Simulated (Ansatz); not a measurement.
CaO (from a published structure), relaxed with r2SCAN, was run in the PAW code Ansatz under altered settings. All numbers are computed, without spin polarisation but where a row says otherwise.

```
CELL_PARAMETERS angstrom
0.00000 2.39755 2.39755
2.39755 0.00000 2.39755
2.39755 2.39755 0.00000
ATOMIC_POSITIONS crystal
Ca 0.00000 0.00000 0.00000
O 0.50000 0.50000 0.50000
```

The base run's other keys:
```yaml
kpoints:
  mp_grid: { grid: [4, 4, 4] }
hamiltonian:
  xc: hse06
scf:
  occupations: { method: fixed }
  n_extra_bands: 4
```

It takes 12 iterations with 537 plane waves at 420 eV and 8 k points, and leaves a mean stress of +0.24 GPa. The gap over this mesh is 5.311 eV. It ran on 4 threads of Arm Neoverse N1 (shared host).

Outcomes, with energy and stress as changes against the base:
```tsv
setting	outcome	ΔF (meV/atom)	Δ mean stress (GPa)	gap on the mesh (eV)	iterations	wall time
PBE hybrid, exx coeff 0.5, omega 0.2078 1/Å	converged	–	-2.2	7.073	16	4.3 s
scf.exx.ecutfock_ratio: 1	converged	+16.7	0.0	5.310	12	3.4 s
PBE hybrid, exx coeff 0.4, omega 0.1 1/Å	converged	–	-1.4	6.945	16	4.3 s
PBE hybrid, exx coeff 0.3, omega 0.1 1/Å	converged	–	-0.5	6.094	13	3.9 s
scf.occupations: gaussian 0.05	converged	0.0	0.0	5.311	12	3.8 s
```
A dash marks a value that wasn't obtained or can't be compared. Stress is positive in compression. The base took 3.8 s.

- PBE hybrid, exx coeff 0.5, omega 0.2078 1/Å. That is 50 % exact exchange, screened with ω = 0.2078 1/Å, against HSE06's 25 % screened at 0.208 1/Å. The mean stress moves by -2.2 GPa and the gap on the mesh by +1.762 eV (to 7.073). Totals of different functionals aren't comparable.
- scf.exx.ecutfock_ratio: 1. The free energy moves by +16.7 meV an atom, the mean stress by 0.0 GPa and the gap on the mesh by -0.001 eV (to 5.310). The result is sensitive to this setting.
- PBE hybrid, exx coeff 0.4, omega 0.1 1/Å. That is 40 % exact exchange, screened with ω = 0.1 1/Å, against HSE06's 25 % screened at 0.208 1/Å. The mean stress moves by -1.4 GPa and the gap on the mesh by +1.634 eV (to 6.945). Totals of different functionals aren't comparable. The program warns that on this mesh the truncation of the exchange isn't bounded, so part of the change can be an error of the mesh.
- PBE hybrid, exx coeff 0.3, omega 0.1 1/Å. That is 30 % exact exchange, screened with ω = 0.1 1/Å, against HSE06's 25 % screened at 0.208 1/Å. The mean stress moves by -0.5 GPa and the gap on the mesh by +0.783 eV (to 6.094). Totals of different functionals aren't comparable. The program warns that on this mesh the truncation of the exchange isn't bounded, so part of the change can be an error of the mesh.

Within 1 meV an atom, 0.1 GPa and 0.005 eV of the base stay: scf.occupations: gaussian 0.05.

The program warns that its thresholds are loose for a hybrid's stress.

The meshes of the hybrids are coarse, so their gaps aren't converged to the digits shown.
